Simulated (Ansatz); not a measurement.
# CdTe (Cmcm) in Ansatz: notebook

One crystal, CdTe, is run at these levels: PBEsol, PBE; tasks: single point.

Everything below comes from runs of Ansatz 0.2.0. Logs are shortened: lines on timing, memory, paths and dates and some standing lists are left out, and cuts for length are marked.

## Step 1: The structure

It takes space group Cmcm (No. 63, orthorhombic). Conventional cell: a = 6.131 Å, b = 6.189 Å, c = 6.091 Å, α = 90.00°, β = 90.00°, γ = 90.00°. Te (site symmetry m2m) has 6 Cd at 3.03 to 3.16 Å as nearest neighbours. Cd (site symmetry m2m) is surrounded by 6 Te at 3.03 to 3.16 Å.

Measurements of this composition are mostly on another form, of space group No. 216.

## Step 2: Single point, PBEsol

File input.yaml:

```yaml
crystal:
  lattice:
    - [3.065291, -3.094609, 0.0]
    - [3.065291, 3.094609, 0.0]
    - [0.0, 0.0, 6.090652]
  atoms:
    - { symbol: Te, position: [0.233863, 0.766137, 0.25] }
    - { symbol: Te, position: [0.766137, 0.233863, 0.75] }
    - { symbol: Cd, position: [0.72297, 0.27703, 0.25] }
    - { symbol: Cd, position: [0.27703, 0.72297, 0.75] }
kpoints:
  mp_grid: { grid: [6, 6, 5] }
scf:
  occupations: { method: gaussian, width: 0.05 }
hamiltonian:
  xc: pbesol
  pseudopotentials: { kind: all_electron, lapw: { basis_error: 0.002 } }
output:
  forces: true
  stress: true
  eigenvalues: true
```

Potentials or basis: all-electron LAPW, scalar-relativistic.

The run is started by

```bash
$ ansatz run input.yaml --threads 2 --pin off --max-ram 6144MiB --backend cpu --events-out ev --progress --plain --runs-dir out
```

The log of the run:

```text
Warning: RAYON_NUM_THREADS=2 ignored (pool sized by the plan → 2); use --threads N
LAPW: plane waves up to 7.105 Å⁻¹, error target 2.0e-3 eV per atom; small_component_spin mean_spin; Cd in spheres of 1.536 Å, 20 of its electrons in bands, Dirac shells []; Te in spheres of 1.492 Å, 24 of its electrons in bands, Dirac shells [] (how accurate: hamiltonian.pseudopotentials.lapw.basis_error, Limitations)
Engine: ansatz 0.2.0, aarch64-unknown-linux-gnu
Pseudopotentials: kind: all_electron
Pseudopotential: Te, LAPW, valence charge 24, lapw/all_electron/scalar/gaussian/Te, Koelling and Harmon's equation, gaussian nucleus
Pseudopotential: Cd, LAPW, valence charge 20, lapw/all_electron/scalar/gaussian/Cd, Koelling and Harmon's equation, gaussian nucleus
Functional definition: PBEsol
  exchange = pbesol_x
  correlation = pbesol_c
Crystal: 4 atoms, lattice volume = 115.550 Å³
Basis set: ecut = 192.32946233361193 eV, 681 PW (Γ), exchange–correlation at level 2
Bands: 53, of which v1, the nominal top of the filled ones, is band 44 counted from 1 (43 counted from 0)
Symmetry: 8 space group operations
Space group: Cmcm (ITA 63), of the structure as read, at distance tolerance 4.9e-5 Å
k-points: 39 of 180
Non-local potential: Te, projectors of the file, none
Non-local potential: Cd, projectors of the file, none
Initial density: superposition of atomic densities (chi_scale 0.1, normalization cell, long waves kept (reshape's long-wave potential 0.00 eV rms))
Initial wavefunctions: plane waves of lowest kinetic energy (no species holds an atomic orbital)
Functional: x = pbesol(κ = 0.804, μ = 0.12345679012345678), c = pbesol(β = 0.046)
iter 1 solved again at ethr=1.26e-3 eV; its pass at ethr=1.00e-1 eV (dr2=1.11e0 eV) is discarded
SCF iter   1: F=—  HF=-673943.499340 eV  |F-HF|=—  |Δ(HF+E_count)|=         —  Δρ=2.03e-2  dr2=1.11e0  ethr=1.26e-3  ⟨swp⟩=2.1  Hψ=13074  notcnv=0
preconditioner: auto → LDOS  [metal: Δε(μ)=0.032 eV  Ē_g=11.091 eV  σ=0.050 eV  W_gap=0.35  n_scr=36 (ndim 8)  ℏωp=20.7 eV  f_vac=0.042  D(μ)=1.45/eV (n_scr^D=6)  β→1.0]
SCF iter   2: F=—  HF=-673943.053596 eV  |F-HF|=—  |Δ(HF+E_count)|=   4.46e-1  Δρ=7.12e-3  dr2=1.42e-1  ethr=1.26e-3  ⟨swp⟩=2.9  Hψ=6448  notcnv=0
iter 3 solved again at ethr=1.40e-6 eV; its pass at ethr=1.61e-4 eV (dr2=1.23e-3 eV) is discarded
SCF iter   3: F=—  HF=-673942.959560 eV  |F-HF|=—  |Δ(HF+E_count)|=   9.40e-2  Δρ=8.35e-4  dr2=1.24e-3  ethr=1.40e-6  ⟨swp⟩=2.1  Hψ=10586  notcnv=0
SCF iter   4: F=—  HF=-673942.956381 eV  |F-HF|=—  |Δ(HF+E_count)|=   3.18e-3  Δρ=2.71e-4  dr2=7.01e-5  ethr=1.40e-6  ⟨swp⟩=2.8  Hψ=6088  notcnv=0
SCF iter   5: F=—  HF=-673942.956313 eV  |F-HF|=—  |Δ(HF+E_count)|=   6.79e-5  Δρ=8.00e-5  dr2=7.07e-6  ethr=7.97e-8  ⟨swp⟩=2.0  Hψ=6017  notcnv=0
SCF iter   6: F=—  HF=-673942.956310 eV  |F-HF|=—  |Δ(HF+E_count)|=   3.00e-6  Δρ=2.97e-5  dr2=9.34e-7  ethr=8.03e-9  ⟨swp⟩=2.0  Hψ=6018  notcnv=0
SCF iter   7: F=-673942.956310 eV  HF=-673942.956310 eV  |F-HF|=2.76e-8  |Δ(HF+E_count)|=   1.74e-7  Δρ=6.59e-6  dr2=3.66e-8  ethr=1.06e-9  ⟨swp⟩=2.6  Hψ=6057  notcnv=0
SCF 1 converged in 7 iterations: F = -673942.956310 eV  dr2 = 3.66e-8
SCF converged after 7 iterations
Free energy (F): -673942.956310 eV
Harris-Foulkes:  -673942.956310 eV  (|F-HF|=2.76e-8)
Internal energy: -673942.952197 eV  (E = F + TS)
E sigma→0 (E₀):  -673942.954254 eV
Entropy (-TS):   -0.004113 eV (-1.028 meV/atom)
Fermi energy:    11.264416 eV
--- Per-component energies (eV) ---
  E_band       = -3068.890242
  E_kinetic    = 709087.167389
  E_xc         = -17698.974176
  E_electrostatic = -1365331.145410  (all electrons and nuclei)
  E_smearing   = -0.004113  (= −TS)
  E_closure    = 0.000000  (closes the sum)
  E_atoms      = -673932.607226  (free atoms, spherical and without spin; not in F)
  Σ components = -673942.956310   (vs F -673942.956310, Δ=0.00e0)
  Basis errors (estimates in eV, not in F): energy 6.9e-4 per atom: plane waves 6.3e-4 (3.5e-4 summed), levels above the bands 0.0e0, relativity 2.3e-8, radial functions 5.5e-5, core shells 2.5e-8; eigenvalues (radial functions only) 4.9e-6; not estimated: angular momenta, meshes, grids; target (lapw.basis_error) 2.0e-3; muffin-tin radii Cd 1.536 Å, Te 1.492 Å
--- Forces (eV/Å), atoms counted from 1 ---
  atom   1  Te     0.00000000    -0.03376087    -0.00000000
  atom   2  Te     0.00000000     0.03376087     0.00000000
  atom   3  Cd     0.00000000    -0.03158026    -0.00000000
  atom   4  Cd     0.00000000     0.03158026     0.00000000
  max |Σ_I F_I| component: 0.00e0 eV/Å
--- Stress (GPa, compression-positive) ---
       -3.201757      -0.000000      -0.000000
       -0.000000      -3.147034      -0.000000
       -0.000000      -0.000000      -3.161931
  P = ⅓ Tr σ = -3.1702 GPa (-31.702 kbar)
--- Band table (eV; the first three rows and the last of 39) ---
  k-point 0: bands = ["-147.2818", "-147.2818", "-97.3850", "-97.3850", "-97.3845", "-97.3845", "-97.3821", "-97.3821", "-90.8867", "-90.8867", "-51.9814", "-51.9812", "-51.9811", "-51.9810", "-51.9808", "-51.9805", "-24.8273", "-24.8270", "-24.8233", "-24.8227", "-24.8219", "-24.8200", "-24.8197", "-24.8195", "-24.8190", "-24.8178", "-0.2446", "0.5877", "3.0335", "3.0481", "3.0629", "3.0855", "3.0929", "3.0947", "3.1018", "3.2069", "3.2096", "3.8313", "7.2653", "9.2184", "9.2517", "9.9291", "10.8038", "10.8448", "10.9062", "11.4502", "15.4687", "18.1937", "18.3469", "18.3790", "18.7883", "18.9288", "19.0581"]
  k-point 1: bands = ["-147.2818", "-147.2818", "-97.3850", "-97.3850", "-97.3845", "-97.3845", "-97.3821", "-97.3821", "-90.8867", "-90.8867", "-51.9814", "-51.9813", "-51.9811", "-51.9811", "-51.9808", "-51.9805", "-24.8272", "-24.8270", "-24.8232", "-24.8227", "-24.8217", "-24.8202", "-24.8196", "-24.8195", "-24.8191", "-24.8180", "-0.1410", "0.5529", "3.0198", "3.0372", "3.0612", "3.0843", "3.0873", "3.1028", "3.1083", "3.1942", "3.1982", "3.5515", "7.5456", "9.3545", "9.3884", "9.7365", "10.4242", "10.6328", "10.7523", "12.8720", "15.5967", "17.2496", "17.5564", "17.9587", "18.1536", "19.4754", "19.5087"]
  k-point 2: bands = ["-147.2818", "-147.2818", "-97.3850", "-97.3850", "-97.3845", "-97.3845", "-97.3821", "-97.3821", "-90.8867", "-90.8867", "-51.9813", "-51.9813", "-51.9811", "-51.9811", "-51.9807", "-51.9806", "-24.8270", "-24.8269", "-24.8231", "-24.8229", "-24.8213", "-24.8207", "-24.8193", "-24.8192", "-24.8191", "-24.8185", "0.1223", "0.4017", "2.9923", "3.0494", "3.0689", "3.0689", "3.0780", "3.1291", "3.1296", "3.1462", "3.1635", "3.1666", "8.0738", "8.7551", "9.7230", "9.7678", "10.2086", "10.2645", "11.9249", "13.6375", "15.9848", "16.0669", "16.6412", "17.6440", "18.3652", "18.5486", "18.8353"]
  k-point 38: bands = ["-147.2818", "-147.2818", "-97.3850", "-97.3850", "-97.3845", "-97.3845", "-97.3821", "-97.3821", "-90.8867", "-90.8867", "-51.9814", "-51.9814", "-51.9812", "-51.9812", "-51.9806", "-51.9806", "-24.8267", "-24.8264", "-24.8234", "-24.8231", "-24.8216", "-24.8208", "-24.8194", "-24.8186", "-24.8174", "-24.8173", "0.6926", "0.6930", "2.9957", "2.9958", "3.0749", "3.0778", "3.1310", "3.1346", "3.2096", "3.2104", "3.6794", "3.6872", "7.8340", "7.8609", "7.9518", "7.9568", "8.4535", "8.4714", "13.1114", "13.1543", "16.3632", "16.6091", "17.1715", "17.3363", "18.6814", "18.7123", "20.9604"]
```

It took 19 s on 2 threads of Arm Neoverse V1, shared host; peak memory 0.5 GiB.

What came out:

```
Free energy            : -673942.9563 eV
Pressure               : -3.2 GPa
Largest force          : 0.034 eV/Å
Band gap on the k mesh : none (metal or under the smearing width)
```

Forces in eV/Å, atoms in the order of the input:
```
Te   0.000 -0.034  0.000
Te   0.000  0.034  0.000
Cd   0.000 -0.032  0.000
Cd   0.000  0.032  0.000
```

Levels at points of the mesh, in eV from the Fermi level:
| k point | band 42 | band 43 | band 44 | band 45 | band 46 | band 47 |
| --- | --- | --- | --- | --- | --- | --- |
| (0.00, 0.00, 0.00) | -1.34 | -0.46 | -0.42 | -0.36 | 0.19 | 4.20 |
| (0.00, -0.50, 0.00) | -2.30 | -0.24 | -0.17 | 2.53 | 2.59 | 4.45 |
| (-0.50, -0.50, 0.00) | -1.99 | -1.96 | -1.95 | -1.29 | -1.23 | 4.09 |

Spin-orbit coupling is left out, which matters for the levels of Te.

## Step 3: Single point, PBE

input.yaml, as its differences from that of step 2:

```diff
@@ -15,3 +15,3 @@
 hamiltonian:
-  xc: pbesol
+  xc: pbe
   pseudopotentials: { kind: all_electron, lapw: { basis_error: 0.002 } }
```

Potentials or basis: all-electron LAPW, scalar-relativistic.

The run is started by

```bash
$ ansatz run input.yaml --threads 2 --pin off --max-ram 6144MiB --backend cpu --events-out ev --progress --plain --runs-dir out
```

It took 19 s on 2 threads of Arm Neoverse V1, shared host; peak memory 0.51 GiB.

It converged, with:

```
Free energy            : -674240.7162 eV
Pressure               : -0.2 GPa
Largest force          : 0.038 eV/Å
Band gap on the k mesh : none (metal or under the smearing width)
```

Forces on the atoms (eV/Å):
```
Te   0.000 -0.001  0.000
Te   0.000  0.001  0.000
Cd   0.000 -0.038  0.000
Cd   0.000  0.038  0.000
```

Levels at points of the mesh, in eV from the Fermi level:
| k point | band 40 | band 41 | band 42 | band 43 | band 44 | band 45 | band 46 | band 47 | band 48 | band 49 |
| --- | --- | --- | --- | --- | --- | --- | --- | --- | --- | --- |
| (0.00, 0.00, 0.00) | -2.04 | -2.01 | -1.30 | -0.47 | -0.43 | -0.37 | 0.26 | 4.27 | 6.95 | 7.10 |
| (0.00, -0.50, 0.00) | -3.92 | -2.32 | -2.29 | -0.26 | -0.19 | 2.57 | 2.63 | 4.49 | 4.58 | 4.80 |
| (-0.50, -0.50, 0.00) | -3.98 | -2.01 | -1.99 | -1.95 | -1.95 | -1.25 | -1.19 | 4.16 | 4.34 | 8.94 |

Spin-orbit coupling is left out, which matters for the levels of Te.
